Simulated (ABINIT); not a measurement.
Set up this calculation in ABINIT 10.8.3 (patched build), as an ASE script.

```
Task                   : equation of state
Functional             : OLYP
Dispersion             : D4
Potentials or basis    : JTH PAW PBE v2.0
Cutoff                 : 599 eV
k mesh                 : 7 × 7 × 7
Occupations            : fermi-dirac, width 0.05 eV
Spin                   : no spin polarisation
Dispersion computed by : dftd4 4.3.1
Fine-grid cutoff       : 1197.3 eV
```

Crystal: TePb.

```
Pb Te
1.0
     0.00000    3.23100    3.23100
     3.23100    0.00000    3.23100
     3.23100    3.23100    0.00000
Pb Te
1 1
Direct
  0.00000 0.00000 0.00000
  0.50000 0.50000 0.50000
```

One way to write it, as run:

run.py

```python
import json, os
import numpy as np
from ase.eos import EquationOfState
from ase.units import GPa
from ase.calculators.mixing import SumCalculator
from dftd4.ase import DFTD4
from ase.calculators.abinit import Abinit, AbinitProfile
from ase import Atoms

atoms = Atoms(['Pb', 'Te'],
              cell=[[0.0, 3.231, 3.231], [3.231, 0.0, 3.231], [3.231, 3.231, 0.0]],
              scaled_positions=[[0.0, 0.0, 0.0], [0.5, 0.5, 0.5]],
              pbc=True)

profile = AbinitProfile(command='abinit', pp_paths=[os.path.abspath('pseudos')])
params = dict(
    pps='pawxml', xc='PBE',
    ecut=598.6505,
    pawecutdg=1197.301,
    pawxcdev=0,
    kptopt=1,
    ngkpt=[7, 7, 7],
    nshiftk=1,
    shiftk=[0.0, 0.0, 0.0],
    ixc=-110131,
    nband=14,
    occopt=3,
    tsmear=0.05,
    nstep=100,
    tolvrs=1e-09,
    prtwf=0,
    prtden=0,
)

cell0 = atoms.cell.copy()
volumes, energies = [], []
for i, x in enumerate([0.94, 0.96, 0.98, 1.0, 1.02, 1.04, 1.06]):
    atoms.set_cell(cell0 * x ** (1 / 3), scale_atoms=True)
    atoms.calc = SumCalculator([Abinit(profile=profile, directory=f'v{i}', **params), DFTD4(method='olyp')])
    volumes.append(atoms.get_volume() / len(atoms))
    dft, disp = atoms.calc.mixer.calcs
    energies.append((dft.get_property('free_energy', atoms) + disp.get_property('energy', atoms)) / len(atoms))
    print(f'{x:5.2f} {volumes[-1]:10.5f} A^3/atom {energies[-1]:14.6f} eV/atom', flush=True)
    json.dump(dict(volumes=volumes, energies=energies), open('results.json', 'w'))
v0, e0, b0 = EquationOfState(volumes, energies, eos='birchmurnaghan').fit()
print(f'V0 {v0:.4f} A^3/atom  E0 {e0:.6f} eV/atom  B0 {b0 / GPa:.2f} GPa')
```

Potentials or basis: JTH PAW PBE v2.0.

Command:

```console
$ python run.py
```

It gave:

| Quantity | Value |
| --- | --- |
| Equilibrium volume | 32.96 Å³/atom (rough: see the caveat) |
| Bulk modulus | 42 GPa (rough) |

Caveat: pressures at fixed basis lie under the slope of the energies; the fit is doubtful: noisy points or a state that changes with volume; the log and the count of SCF iterations are those of the last ABINIT call alone; the PAW data sets were made with another functional, which shifts forces and pressure a little.

Run time: 3.5 min on 1 thread of Arm Neoverse V1 (shared host), peak memory 0.14 GiB.
